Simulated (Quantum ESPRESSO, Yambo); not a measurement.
## SiC (P6_3mc): G0W0 in Yambo against the bands

How does the gap of SiC (P6_3mc) converge in the bands?

Method: PBE and many-body steps on it, plane waves, in Yambo 5.3.0.

### Step 1. The structure

Symmetry: P6_3mc, No. 186, hexagonal system. The conventional cell has a = 3.074 Å, b = 3.074 Å, c = 5.045 Å, α = 90.00°, β = 90.00°, γ = 120.00°. Si has 4 C at 1.88 to 1.90 Å nearest. C has 4 Si at 1.88 to 1.90 Å nearest. Farther neighbours are not listed.

As a file:

```cif
data_structure
_symmetry_space_group_name_H-M 'P6_3mc'
_symmetry_Int_Tables_number 186
_cell_length_a 3.0735
_cell_length_b 3.0735
_cell_length_c 5.0452
_cell_angle_alpha 90.000
_cell_angle_beta 90.000
_cell_angle_gamma 120.000
_cell_volume 41.27
loop_
_atom_site_label
_atom_site_type_symbol
_atom_site_symmetry_multiplicity
_atom_site_Wyckoff_symbol
_atom_site_fract_x
_atom_site_fract_y
_atom_site_fract_z
_atom_site_occupancy
Si1 Si 2 b 0.33333 0.66667 0.49960 1
C1 C 2 b 0.33333 0.66667 0.87540 1
```

The cell and positions are those that the Materials Project relaxed with its own functionals (PBE, PBE+U or r2SCAN), kept fixed.

### Step 2. 36 bands

This step: Yambo 5.3.0; G0W0 on PBE, plane waves, norm-conserving pseudopotentials.

Now the one-shot GW correction: screening in the RPA, then the self-energy of the levels asked for.

Input file gw1.in:

```
HF_and_locXC
gw0
dyson
ppa
em1d
rim_cut
RandQpts= 1000000
RandGvec= 1 RL
EXXRLvcs= 74 Ry
VXCRLvcs= 296 Ry
Chimod= "HARTREE"
% BndsRnXp
 1 | 36 |
%
NGsBlkXp= 15.5 Ry
% LongDrXp
 1 | 1 | 1 |
%
% GbndRnge
 1 | 36 |
%
DysSolver= "n"
ExtendOut
PPAPntXp= 27.21138 eV
% QPkrange
 1 | 1 | 7 | 10 |
 7 | 7 | 7 | 10 |
 4 | 4 | 7 | 10 |
%
```

Started as:

```sh
> OMP_NUM_THREADS=1 mpirun -n 4 yambo -F gw1.in -J gw1 -C gw1 > gw1.log
```

The log of the run:

```text
 Yambo, version 5.3.0

 [02] CORE Variables Setup
 =========================

  [... cell, symmetries and grids as in the set-up ...]

  [02.05] Energies & Occupations
  ==============================

  [X] === General ===
  [X] Electronic Temperature                        :  0.000000  0.000000 [eV K]
  [X] Bosonic    Temperature                        :  0.000000  0.000000 [eV K]
  [X] Finite Temperature mode                       : no
  [X] El. density                                   :  0.38765E+24 [cm-3]
  [X] Fermi Level                                   :  9.679822 [eV]

  [X] === Gaps and Widths ===
  [X] Conduction Band Min                           :  2.275274 [eV]
  [X] Valence Band Max                              :  0.000000 [eV]
  [X] Filled Bands                                  :   8
  [X] Empty Bands                                   :     9   495
  [X] Direct Gap                                    :  4.293375 [eV]
  [X] Direct Gap localized at k                     :   4
  [X] Indirect Gap                                  :  2.275274 [eV]
  [X] Indirect Gap between kpts                     :   1   7
  [X] Last valence band width                       :  3.841673 [eV]
  [X] 1st conduction band width                     :  3.637217 [eV]

 [03] Transferred momenta grid and indexing
 ==========================================

 IBZ Q-points                                      :  10
 BZ  Q-points                                      :   36

 K/Q-points units:
 rlu = crystal or reduced units; cc = cartesian coordinates; iku = interal k-units

 Q [ 1]         [rlu]:  0.000000  0.000000  0.000000
 Q [ 2]         [rlu]:  0.000000  0.000000  0.250000
 Q [ 3]         [rlu]:  0.000000  0.000000 -0.500000
 Q [ 4]         [rlu]:  0.13002E-17  0.33333       0.0000
 Q [ 5]         [rlu]:  0.13002E-17  0.33333      0.25000
 Q [ 6]         [rlu]:  0.13002E-17  0.33333     -0.50000
 Q [ 7]         [rlu]:  0.333333  0.333333  0.000000
 Q [ 8]         [rlu]:  0.333333  0.333333  0.250000
 Q [ 9]         [rlu]:  0.333333  0.333333 -0.500000
 Q [10]         [rlu]: -0.13002E-17 -0.33333      0.25000

 [04] Coloumb potential Random Integration (RIM)
 ===============================================

  [04.01] RIM initialization
  ==========================

  * Diagonal components only detected *

  8 x (sBL volume)        :  0.197901 [a.u.]
  sBZ random points       :  1000000
  Points outside the sBZ  :   7980387
  RL volume               :  0.890552 [a.u.]
  Integrated volume       :  0.892741 [a.u.]

  [04.02] RIM integrals
  =====================

  Gamma point sphere radius             :  0.105706 [a.u.]
  Points outside the sphere             :   813532
  [Int_sBZ(q=0) 1/q^2]*(Vol_sBZ)^(-1/3) =:  7.220554
                                 should be <:  7.795600

  Summary of Coulomb integrals for non-metallic bands |Q|[au] RIM/Bare

  Q [1] 0.100000E-4 0.926235 * Q [2] 0.164755 0.634104
  Q [3] 0.329510 0.865201 * Q [4] 0.416384 1.148315
  Q [5] 0.447794 1.092429 * Q [10] 0.447794 1.091223
  Q [6] 0.530992 1.025609 * Q [7] 0.721198 1.047178
  Q [8] 0.739778 1.040957 * Q [9] 0.792908 1.027150

 [05] Dipoles
 ============

  [05.01] Setup: observables and procedures
  =========================================

  [WARNING] [x,Vnl] slows the Dipoles computation. To neglect it rename the ns.kb_pp file

 [06] Dynamic Dielectric Matrix (PPA)
 ====================================

 [WR./gw1//ndb.pp]---------------------------------------------------------------
  Brillouin Zone Q/K grids (IBZ/BZ)                :   10   36   10   36
  RL vectors                                       :   3863 [WF]
  Coulomb cutoff potential                         : none
  Electronic Temperature                           :  0.000000 [K]
  Bosonic    Temperature                           :  0.000000 [K]
  PPA    diel. fun.  energies                      : Perdew, Burke & Ernzerhof(X)+Perdew, Burke & Ernzerhof(C)
  wavefunctions                                    : Perdew, Burke & Ernzerhof(X)+Perdew, Burke & Ernzerhof(C)
  Global Gauge                                     : length
  X matrix size                                    :   325
  X band range                                     :    1   36
  X e/h energy range                               : -1.000000 -1.000000 [eV]
  X Time ordering                                  : R
  X Hxc Kernel                                     : HARTREE
  X Drude frequency                                :  0.000000  0.000000
  X poles                                          :  100.0000 [o/o]
  RL vectors in the sum                            :   3863
  [r,Vnl] included                                 : yes
  Field direction                                  :  0.577350E-5  0.577350E-5  0.577350E-5
  BZ energy Double Grid                            : no
  BZ energy DbGd points                            : 0
  BZ Q point size factor                           : -1.000000
  X Optical Averaged directions                    : none

 [07] Local Exchange-Correlation + Non-Local Fock
 ================================================

 [VXC] Plane waves :  23897
 [EXS] Plane waves :  2997

 QP @ state[ 1 ] K range:  1  1
 QP @ state[ 1 ] b range:   7  10
 QP @ state[ 2 ] K range:   4   4
 QP @ state[ 2 ] b range:   7  10
 QP @ state[ 3 ] K range:   7   7
 QP @ state[ 3 ] b range:   7  10

 [xc] Functional : Perdew, Burke & Ernzerhof(X)+Perdew, Burke & Ernzerhof(C)
 [xc] LIBXC used to calculate xc functional
  PP Number of Atomic Species                      :  2
  NLCC RL compoments                               :  23897
  PP Number of Atomic Species                      :  2
  NLCC RL compoments                               :  23897

 [xc] E_xc :  -6.122893 [Ha]
      E_xc :  -12.24579 [Ry]

  Local XC kind (lXC) : Perdew, Burke & Ernzerhof(X)+Perdew, Burke & Ernzerhof(C)
  Non-Local XC kind (nlXC) : Hartree-Fock

  Corrections @ K [1] :  [eV]
 <7|nlXC|7> = -17.90070 -0.75369E-17 <7|lXC|7> = -15.07649 -0.37763E-15
 <8|nlXC|8> = -17.89996  0.23054E-17 <8|lXC|8> = -15.07649  0.18882E-15
 <9|nlXC|9> = -6.642601 -0.31287E-17 <9|lXC|9> = -12.10977  0.000000
 <10|nlXC|10> = -7.132412 -0.42845E-18 <10|lXC|10> = -12.77445  0.000000

  Corrections @ K [4] :  [eV]
 <7|nlXC|7> = -16.72897 -0.23772E-16 <7|lXC|7> = -13.77183  0.37763E-15
 <8|nlXC|8> = -17.81726  0.20993E-16 <8|lXC|8> = -14.66735 -0.94408E-16
[...]
Corrections @ K [7] :  [eV]
[...]
<8|nlXC|8> = -16.98770 -0.12933E-16 <8|lXC|8> = -13.15182  0.18882E-15
 <9|nlXC|9> = -5.496468 -0.35002E-19 <9|lXC|9> = -9.860270 -0.51630E-17
 <10|nlXC|10> = -6.335978 -0.19368E-18 <10|lXC|10> = -12.29223 -0.28323E-15

 [08] Dyson equation: Newton solver
 ==================================

  [08.01] G0W0 (W PPA)
  ====================

  [  GW  ] Bands range     :    1   36
  [GW/PPA] G damping       :  0.100000 [eV]

  QP @ state[ 1 ] K range:  1  1
  QP @ state[ 1 ] b range:   7  10
  QP @ state[ 2 ] K range:   4   4
  QP @ state[ 2 ] b range:   7  10
  QP @ state[ 3 ] K range:   7   7
  QP @ state[ 3 ] b range:   7  10

   Sc/G bands                                       :    1   36
   Sc/G damping                                     :  0.100000 ev
   Sc bands terminator                              : no
   Sx RL components                                 :  2997

   QP @ state[ 1 ] K range                          :  1  1
   QP @ state[ 1 ] b range                          :   7  10
   QP @ state[ 2 ] K range                          :   4   4
   QP @ state[ 2 ] b range                          :   7  10
   QP @ state[ 3 ] K range                          :   7   7
   QP @ state[ 3 ] b range                          :   7  10
   GF energies kind                                 : Perdew, Burke & Ernzerhof(X)+Perdew, Burke & Ernzerhof(C)
   GF WF`s kind                                     : Perdew, Burke & Ernzerhof(X)+Perdew, Burke & Ernzerhof(C)
   Xs energies kind                                 : Perdew, Burke & Ernzerhof(X)+Perdew, Burke & Ernzerhof(C)
   Xs WF`s kind                                     : Perdew, Burke & Ernzerhof(X)+Perdew, Burke & Ernzerhof(C)

 [11] Game Over & Game summary
```

Wall time 27 s (4 MPI ranks of Arm Neoverse V1, shared host); peak memory 1.3 GiB; 1.7 min of CPU time.

Numbers from this step:

- G0W0 gap on the points computed: 2.792 eV
- starting gap on the mesh: 2.275 eV
- k of the valence top: 0, 0, 0
- k of the conduction bottom: 0.3333, 0.3333, 0
- least direct G0W0 gap on the computed points: 5.127 eV
- Z at the valence top: 0.8011
- Z at the conduction bottom: 0.8320

The gap on the mesh goes from 2.28 eV to 2.79 eV, a correction of +0.52 eV.

### Step 3. 68 bands

gw2.in, as its differences from gw1.in of step 2:

```diff
@@ -12,3 +12,3 @@
 % BndsRnXp
- 1 | 36 |
+ 1 | 68 |
 %
@@ -19,3 +19,3 @@
 % GbndRnge
- 1 | 36 |
+ 1 | 68 |
 %
```

Started as:

```sh
> OMP_NUM_THREADS=1 mpirun -n 4 yambo -F gw2.in -J gw2 -C gw2 > gw2.log
```

The log of the run:

```text
 Yambo, version 5.3.0

 [02] CORE Variables Setup
 =========================

  [... cell, symmetries and grids as in the set-up ...]

  [02.05] Energies & Occupations
  ==============================

  [X] === General ===
  [X] Electronic Temperature                        :  0.000000  0.000000 [eV K]
  [X] Bosonic    Temperature                        :  0.000000  0.000000 [eV K]
  [X] Finite Temperature mode                       : no
  [X] El. density                                   :  0.38765E+24 [cm-3]
  [X] Fermi Level                                   :  9.679822 [eV]

  [X] === Gaps and Widths ===
  [X] Conduction Band Min                           :  2.275274 [eV]
  [X] Valence Band Max                              :  0.000000 [eV]
  [X] Filled Bands                                  :   8
  [X] Empty Bands                                   :     9   495
  [X] Direct Gap                                    :  4.293375 [eV]
  [X] Direct Gap localized at k                     :   4
  [X] Indirect Gap                                  :  2.275274 [eV]
  [X] Indirect Gap between kpts                     :   1   7
  [X] Last valence band width                       :  3.841673 [eV]
  [X] 1st conduction band width                     :  3.637217 [eV]

 [03] Transferred momenta grid and indexing
 ==========================================

 IBZ Q-points                                      :  10
 BZ  Q-points                                      :   36

 K/Q-points units:
 rlu = crystal or reduced units; cc = cartesian coordinates; iku = interal k-units

 Q [ 1]         [rlu]:  0.000000  0.000000  0.000000
 Q [ 2]         [rlu]:  0.000000  0.000000  0.250000
 Q [ 3]         [rlu]:  0.000000  0.000000 -0.500000
[...]
E_xc :  -12.24579 [Ry]

  Local XC kind (lXC) : Perdew, Burke & Ernzerhof(X)+Perdew, Burke & Ernzerhof(C)
  Non-Local XC kind (nlXC) : Hartree-Fock

  Corrections @ K [1] :  [eV]
 <7|nlXC|7> = -17.90070 -0.75369E-17 <7|lXC|7> = -15.07649 -0.37763E-15
 <8|nlXC|8> = -17.89996  0.23054E-17 <8|lXC|8> = -15.07649  0.18882E-15
 <9|nlXC|9> = -6.642601 -0.31287E-17 <9|lXC|9> = -12.10977  0.000000
[...]
Corrections @ K [4] :  [eV]
[...]
Corrections @ K [7] :  [eV]
[...]
<9|nlXC|9> = -5.496468 -0.35002E-19 <9|lXC|9> = -9.860270 -0.51630E-17
 <10|nlXC|10> = -6.335978 -0.19368E-18 <10|lXC|10> = -12.29223 -0.28323E-15

 [08] Dyson equation: Newton solver
 ==================================

  [08.01] G0W0 (W PPA)
  ====================

  [  GW  ] Bands range     :    1   68
  [GW/PPA] G damping       :  0.100000 [eV]

  QP @ state[ 1 ] K range:  1  1
  QP @ state[ 1 ] b range:   7  10
  QP @ state[ 2 ] K range:   4   4
  QP @ state[ 2 ] b range:   7  10
  QP @ state[ 3 ] K range:   7   7
  QP @ state[ 3 ] b range:   7  10

   Sc/G bands                                       :    1   68
   Sc/G damping                                     :  0.100000 ev
   Sc bands terminator                              : no
   Sx RL components                                 :  2997

   QP @ state[ 1 ] K range                          :  1  1
   QP @ state[ 1 ] b range                          :   7  10
   QP @ state[ 2 ] K range                          :   4   4
   QP @ state[ 2 ] b range                          :   7  10
   QP @ state[ 3 ] K range                          :   7   7
   QP @ state[ 3 ] b range                          :   7  10
   GF energies kind                                 : Perdew, Burke & Ernzerhof(X)+Perdew, Burke & Ernzerhof(C)
   GF WF`s kind                                     : Perdew, Burke & Ernzerhof(X)+Perdew, Burke & Ernzerhof(C)
   Xs energies kind                                 : Perdew, Burke & Ernzerhof(X)+Perdew, Burke & Ernzerhof(C)
   Xs WF`s kind                                     : Perdew, Burke & Ernzerhof(X)+Perdew, Burke & Ernzerhof(C)

 [11] Game Over & Game summary
```

It took 51 s on 4 MPI ranks; peak memory 1.3 GiB; 3.3 min of CPU time.

This step gave:

```yaml
g0w0_gap_on_the_points_computed: 2.834 eV
starting_gap_on_the_mesh: 2.275 eV
k_of_the_valence_top: 0, 0, 0
k_of_the_conduction_bottom: 0.3333, 0.3333, 0
least_direct_g0w0_gap_on_the_computed_points: 5.129 eV
z_at_the_valence_top: 0.7977
z_at_the_conduction_bottom: 0.8289
```

Against the run before, the gap moves by +0.042 eV.

### Step 4. 131 bands

gw3.in, as its differences from gw2.in of step 3:

```diff
@@ -12,3 +12,3 @@
 % BndsRnXp
- 1 | 68 |
+ 1 | 131 |
 %
@@ -19,3 +19,3 @@
 % GbndRnge
- 1 | 68 |
+ 1 | 131 |
 %
```

Started as:

```sh
> OMP_NUM_THREADS=1 mpirun -n 4 yambo -F gw3.in -J gw3 -C gw3 > gw3.log
```

The log of the run:

```text
 Yambo, version 5.3.0

 [02] CORE Variables Setup
 =========================

  [... cell, symmetries and grids as in the set-up ...]

  [02.05] Energies & Occupations
  ==============================

  [X] === General ===
  [X] Electronic Temperature                        :  0.000000  0.000000 [eV K]
  [X] Bosonic    Temperature                        :  0.000000  0.000000 [eV K]
  [X] Finite Temperature mode                       : no
  [X] El. density                                   :  0.38765E+24 [cm-3]
[...]
QP @ state[ 2 ] b range                          :   7  10
   QP @ state[ 3 ] K range                          :   7   7
   QP @ state[ 3 ] b range                          :   7  10
   GF energies kind                                 : Perdew, Burke & Ernzerhof(X)+Perdew, Burke & Ernzerhof(C)
   GF WF`s kind                                     : Perdew, Burke & Ernzerhof(X)+Perdew, Burke & Ernzerhof(C)
   Xs energies kind                                 : Perdew, Burke & Ernzerhof(X)+Perdew, Burke & Ernzerhof(C)
   Xs WF`s kind                                     : Perdew, Burke & Ernzerhof(X)+Perdew, Burke & Ernzerhof(C)

 [11] Game Over & Game summary
```

Wall time 95 s (4 MPI ranks); peak memory 1.4 GiB; 6.3 min of CPU time.

This step gave:

- G0W0 gap on the points computed: 2.948 eV
- starting gap on the mesh: 2.275 eV
- k of the valence top: 0, 0, 0
- k of the conduction bottom: 0.3333, 0.3333, 0
- least direct G0W0 gap on the computed points: 5.202 eV

Against the run before, the gap moves by +0.113 eV.

(Continued in part 2 of 2.)

[Paths, hosts, dates, memory and timing lines, banners, echoed tables and standing remarks are left out of the program output.]

[Logs are printed without paths, hosts, clocks, repeated set-up lines and the standing remarks that a program may print on its own settings, such as how far it seeks lower states.]

[Runs of the session that timed out or met a known fault of the program may be left out.]

[Hosts, paths, dates, database ids (printed as entryN), source tags and the programs' standing remarks are cut or masked in the printed files.]
